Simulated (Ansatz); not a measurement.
A run of Ansatz 0.2.0 is set up as follows.

Contents of input.yaml:

```yaml
crystal:
  lattice:
    - [3.560232814, 0.0, 0.0]
    - [-1.780116407, 3.0832520603, 0.0]
    - [0.0, 0.0, 17.52405782]
  atoms:
    - { symbol: Te, position: [0.3333333333, 0.6666666667, 0.10214455] }
    - { symbol: Te, position: [0.3333333333, 0.6666666667, 0.89785545] }
    - { symbol: Mo, position: [0.0, 0.0, 0.0] }
kpoints:
  mp_grid: { grid: [9, 9, 2] }
  band_path:
    path:
      - [0.0, 0.0, 0.0]
      - [0.5, 0.0, 0.0]
      - [0.3333333333, 0.3333333333, 0.0]
      - [0.0, 0.0, 0.0]
      - [0.0, 0.0, 0.5]
      - [0.5, 0.0, 0.5]
      - [0.3333333333, 0.3333333333, 0.5]
      - [0.0, 0.0, 0.5]
    npoints: 10
scf:
  occupations: { method: fermi_dirac, width: 0.05 }
hamiltonian:
  xc: pbesol
  pseudopotentials: { kind: all_electron, lapw: { basis_error: 0.002 } }
output:
  forces: true
  stress: true
  eigenvalues: true
```

Potentials or basis: all-electron LAPW, scalar-relativistic.

Launch:

```console
$ ansatz run input.yaml --threads 2 --pin off --max-ram 6144MiB --backend cpu --events-out ev --progress --plain --runs-dir out
```

**Question.** Estimate the band gap on the k mesh.

**Answer.** 1.05 eV, direct.

**Question.** Estimate the band gap along the path.

**Answer.** 1.05 eV, direct.

Levels at the corners of the path, in eV from the valence-band top:
```csv
point,band 36,band 37,band 38,band 39,band 40,band 41,band 42,band 43
Γ,-1.62,-0.90,-0.90,-0.38,3.06,3.06,3.36,3.36
M,-2.29,-1.55,-0.72,-0.34,1.39,1.74,3.32,3.71
K,-2.91,-2.87,-1.66,0.00,1.05,1.95,2.53,4.06
Γ,-1.62,-0.90,-0.90,-0.38,3.06,3.06,3.36,3.36
A,-1.62,-0.90,-0.90,-0.38,3.06,3.06,3.36,3.36
L,-2.29,-1.55,-0.72,-0.34,1.39,1.74,3.32,3.71
H,-2.91,-2.87,-1.66,0.00,1.05,1.95,2.53,4.06
A,-1.62,-0.90,-0.90,-0.38,3.06,3.06,3.36,3.36
```

Caveat: spin-orbit coupling is left out, which moves the levels of the heavy elements. PBEsol gaps usually lie below the measured ones, often by a third to a half.
